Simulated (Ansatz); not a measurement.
**Ti: response to biaxial strain in the a-b plane**

Aim: apply biaxial strain in the a-b plane to Ti from -3 to +3 %, where the length and tilt of c and the atoms relax, and follow energy, stress and any gap.

Computed with Ansatz 0.2.0 (DFT r2SCAN, scalar-relativistic, plane waves, PAW, unless a step's input says otherwise).

2 further runs of the same task are left out: 2 set aside as unsound or not needed.

## Step 1: The system as given

It takes space group P6/mmm (No. 191, hexagonal). The conventional cell has a = 4.568 Å, b = 4.568 Å, c = 2.825 Å, α = 90.00°, β = 90.00°, γ = 120.00°. Ti (site symmetry 6/mmm) has 14 Ti at 2.82 to 2.99 Å as nearest neighbours. Ti (site symmetry -6m2) has 11 Ti at 2.64 to 2.99 Å as nearest neighbours.

As a file:

```
Ti
1.0
     4.56802    0.00000    0.00000
    -2.28401    3.95602    0.00000
     0.00000    0.00000    2.82456
Ti
3
Direct
  0.00000 0.00000 0.00000
  0.33333 0.66667 0.50000
  0.66667 0.33333 0.50000
```

It goes back to an entry of the Materials Project, which need not be the stable form.

This cell was relaxed beforehand with the same method: volume 17.01 Å³/atom, gap on the mesh none (metal).

## Step 2: The unstrained reference

input.yaml

```yaml
crystal:
  lattice:
    - [4.5680217044, 0.0, 0.0]
    - [-2.2840108522, 3.956022841, 0.0]
    - [0.0, 0.0, 2.8245629363]
  atoms:
    - { symbol: Ti, position: [0.0, 0.0, 0.0] }
    - { symbol: Ti, position: [0.3333333333, 0.6666666667, 0.5] }
    - { symbol: Ti, position: [0.6666666667, 0.3333333333, 0.5] }
basis:
  ecutwfc: 500
kpoints:
  mp_grid: { grid: [12, 12, 18] }
hamiltonian:
  xc: r2scan
scf:
  occupations: { method: gaussian, width: 0.1 }
output:
  forces: true
  stress: true
  eigenvalues: true
```

Started as:

```sh
$ ansatz run input.yaml --threads 1 --pin off --max-ram 2560MiB --backend cpu --events-out ev --progress --plain --runs-dir out
```

The session goes on with these runs: strain -1.0 %; strain +1.0 %; strain -2.0 %; At +2.0 %; strain -3.0 %; strain +3.0 %.

Before running it: what results should come out? Wanted: (1/V) d²E/dε² at zero strain, cubic fit; strain of the free axis c per applied strain.

As calculated:

| quantity | value |
| --- | --- |
| largest energy cost | 27.0 meV/atom at -3.0 % |
| (1/V) d²E/dε² at zero strain, cubic fit | 541 GPa |
| strain of the free axis c per applied strain | -0.39 |

In words: From the curvature follows twice the biaxial modulus: 541 GPa. Compression by 3 % costs 27.0 meV/atom and stretching 24.7. The free axis c moves against the applied strain (factor -0.39).
